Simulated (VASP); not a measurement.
Runs of VASP 6.6.1 on Si. It takes space group P6/mmm (No. 191, hexagonal). The conventional cell has a = 2.621 Å, b = 2.621 Å, c = 2.466 Å, α = 90.00°, β = 90.00°, γ = 120.00°. Around Si (site symmetry 6/mmm) lie 8 Si at 2.47 to 2.62 Å. This isn't the form of Si at room conditions, which is diamond.

```csv
task,level,k mesh,grid for exact exchange (PRECFOCK),exchange at q = 0,mesh quality,gap on the mesh (eV),pressure (GPa),relaxed volume (Å³/atom)
relaxation of cell and atoms,r2SCAN+rVV10,12 × 12 × 11,-,-,not flagged,none,0.0,14.82
relaxation of cell and atoms,TPSS,12 × 12 × 11,-,-,not flagged,none,0.1,(a)
relaxation of cell and atoms,r2SCAN0,6 × 6 × 6,Normal,default,coarse,none,0.0,14.86
relaxation of cell and atoms,r2SCAN,12 × 12 × 11,-,-,not flagged,none,0.0,14.87
```

Alike in all rows: potentials or basis VASP PAW PBE potentials, release 64 (Si); no spin polarisation; cell relaxed; cutoff (eV) 600; smearing gaussian 0.05 eV.

Task: Estimate the missing entries.

Result: (a) 14.61.

Caveats: some runs use coarse meshes; the PAW data sets were made with another functional, which shifts forces and pressure a little.

A gap of «none» marks a metal or a gap under the smearing width.
